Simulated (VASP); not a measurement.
A run of VASP 6.6.1 is set up as follows.

The input INCAR:

```
ALGO = Normal ; EDIFF = 1E-8
ENCUT = 600 ; GGA = PE
ISIF = 2 ; ISMEAR = 0
LASPH = True ; LCHARG = False
LEPSILON = True ; LREAL = False
LWAVE = False ; NELM = 80
PREC = Accurate ; SIGMA = 0.03
```

The input KPOINTS:

```
k-points
0
Monkhorst-Pack
  14 14 14
```

The input POSCAR:

```
AlAs                                    
1.0
    0.0000000000      2.8663086877      2.8663086877
    2.8663086877      0.0000000000      2.8663086877
    2.8663086877      2.8663086877      0.0000000000
  Al              As            
     1     1
Direct
     0.0000000000000000    0.0000000000000000    0.0000000000000000
     0.2500000000000000    0.2500000000000000    0.2500000000000000
```

Potentials or basis: VASP PAW PBE potentials, release 64 (Al, As).

Command:

```bash
$ cat potpaw_PBE.64/Al/POTCAR potpaw_PBE.64/As/POTCAR > POTCAR
$ mpirun -np 1 vasp_std > vasp.out
```

(1) Predict the electronic dielectric tensor (diagonal).

(2) Estimate the Born charges (mean of the diagonal).

Answers

(1) 9.53.

(2) Al +2.15; As -2.15 e.

**Experimental background.**

A printed reference work, textbook reports, for a bulk crystal of AlAs: high-frequency dielectric constant 8.16.

Against the measured high-frequency dielectric constant of AlAs, 8.16 (a printed reference work, textbook), the calculated 9.53 is off by +16.7 %.
